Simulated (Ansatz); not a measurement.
CaF₂:
```cif
data_Ca4F8
_chemical_formula_sum 'Ca4 F8'
_space_group_name_H-M_alt 'Fm-3m'
_space_group_IT_number 225
_space_group_name_Hall '-F 4 2 3'
_cell_length_a 5.42077
_cell_length_b 5.42077
_cell_length_c 5.42077
_cell_angle_alpha 90.000
_cell_angle_beta 90.000
_cell_angle_gamma 90.000
loop_
_atom_site_label
_atom_site_type_symbol
_atom_site_symmetry_multiplicity
_atom_site_Wyckoff_symbol
_atom_site_fract_x
_atom_site_fract_y
_atom_site_fract_z
_atom_site_occupancy
Ca1 Ca 4 a 0.00000 0.00000 0.00000 1
F1 F 8 c 0.25000 0.25000 0.25000 1
```
(The calculation used a cell of 3 atoms; values per cell refer to that cell.)

Relaxed with PBEsol.

Question: Give the optical modes at the zone centre with their infrared and Raman activity from DFPT, PBEsol (plane waves, PAW; program Ansatz).

Answer: Transverse frequencies, without the LO–TO term; a row sums one degenerate level.

```tsv
ω (cm⁻¹)	degeneracy	IR ((D/Å)²/amu)	Raman (Å⁴/amu)	activity	symmetry
249	3	20.02	0	IR	T1u
319	3	0.00	2.9	Raman	T2g
```

Question: How high does the top mode go among those that the LO–TO term moves?

Answer: 464 cm⁻¹ for q along x.

The PBEsol relaxation kept the symmetry of its start; phonons on a q-mesh show no instability.

Potentials: the later of the program's two PAW sets.
